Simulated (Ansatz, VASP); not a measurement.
**Ni in VASP and in Ansatz**

```xyz
1
Lattice="0.0000 1.7376 1.7376 1.7376 0.0000 1.7376 1.7376 1.7376 0.0000" Properties=species:S:1:pos:R:3 pbc="T T T"
Ni    0.0000    0.0000    0.0000
```

Alike in both runs: task single point; functional PBE; k mesh 13 × 13 × 13; occupations gaussian, width 0.027 eV; collinear spin, ferromagnetic start.

```csv
,VASP,Ansatz
version,VASP 6.6.1,Ansatz 0.2.0
potentials or method,"VASP PAW PBE potentials, release 64 (Ni)",Ansatz PAW
plane-wave cutoff (eV),520,420
valence electrons in the cell,10,18
```

Ansatz gave:

| Property | Result |
| --- | --- |
| gap on the k mesh at the Fermi level (eV) | none |
| pressure (GPa) | 8.0 |
| net moment per atom (μB) | 0.64 |
| size of the moment on the site where the two differ most (μB) | 0.67 |

Problem. Which values does VASP return?

Solution. gap on the k mesh at the Fermi level (eV): none; pressure (GPa): 7.7; net moment per atom (μB): 0.62; size of the moment on the site where the two differ most (μB): 0.63.

Site moments also hang on the region over which each program counts them. A gap of «none» marks a metal or a gap that the smearing closes. The functional is the same, so the differences come from potentials, cutoffs and numerics. The two sets of potentials don't hold the same shells in valence.
